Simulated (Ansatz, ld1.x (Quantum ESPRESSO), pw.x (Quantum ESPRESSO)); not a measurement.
**Au (Z = 79) (diamond): variants of one TM potential in the solid**

- Element: Au
- Generator: ld1.x (Quantum ESPRESSO) 7.5
- Type: norm-conserving Troullier–Martins (Kleinman–Bylander form)
- Functional: PBE
- Relativity: scalar-relativistic
- Frozen core: [Xe] 4f14
- Valence charge: 11
- Reference configuration: 5d10 6s0.75 6p0 (charge +0.25)
- Partial waves: 6p (bound, empty): rc 3.15 bohr; 5d (bound): rc 2.10 bohr; 6s (bound): rc 2.15 bohr
- Local potential: the s channel
- Core correction: none

Crystal test: diamond Au in pw.x 7.5, no spin, 8³ k-points, Fermi–Dirac smearing 0.01 Ry, cutoffs set for each file from its atomic test. The reference is all-electron LAPW (Ansatz 0.2.0) with the same functional, mesh and smearing; V0 and B0 come from Birch–Murnaghan fits to the pressures at five volumes. Errors are pseudo minus all-electron; Δ is the rms difference of the E(V) curves that follow from these fits, minima aligned, over ±6 % about the mean V0. Mesh and smearing are coarse, so the numbers serve the comparison and aren't converged zero-temperature values; the lattice is a test structure that the element need not adopt.

All-electron: a0 = 6.160 Å (V0 = 29.22 Å³/atom), B0 = 52.6 GPa.

Base: The largest radius (3.15 bohr) exceeds half the bond length (2.52 bohr), so the spheres overlap, which is one possible source of error among others. This is a poor potential for the solid.

| change | cutoffs (Ry) | pw.x | a0 (Å) | a0 error (%) | B0 error (%) | Δ (meV/atom) | mean pressure error (GPa) |
| --- | --- | --- | --- | --- | --- | --- | --- |
| base | 75/300 | converged | 6.221 | +0.99 | -2.2 | 10.0 | +1.69 |
| wave 5d (bound): rc 2.10 bohr becomes 5d (bound): rc 1.54 bohr | 85/340 | converged | 6.221 | +0.99 | -2.4 | 10.1 | +1.70 |
| wave 5d (bound): rc 2.10 bohr becomes 5d (bound): rc 1.96 bohr | 85/340 | converged | 6.223 | +1.02 | -2.8 | 10.3 | +1.74 |
| wave 5d (bound): rc 2.10 bohr becomes 5d (bound): rc 2.72 bohr | 60/240 | converged | 6.226 | +1.07 | -2.8 | 10.9 | +1.85 |
| wave 5d (bound): rc 2.10 bohr becomes 5d (bound): rc 3.18 bohr | 55/220 | converged | 6.248 | +1.43 | -5.2 | 14.4 | +2.47 |

**Question.** Give the row for: wave 5d (bound): rc 2.10 bohr becomes 5d (bound): rc 2.32 bohr.

**Answer.** pw.x: converged; mean pressure error (GPa): +1.75; a0 (Å): 6.223; a0 error (%): +1.02; B0 error (%): -2.6; Δ (meV/atom): 10.4.
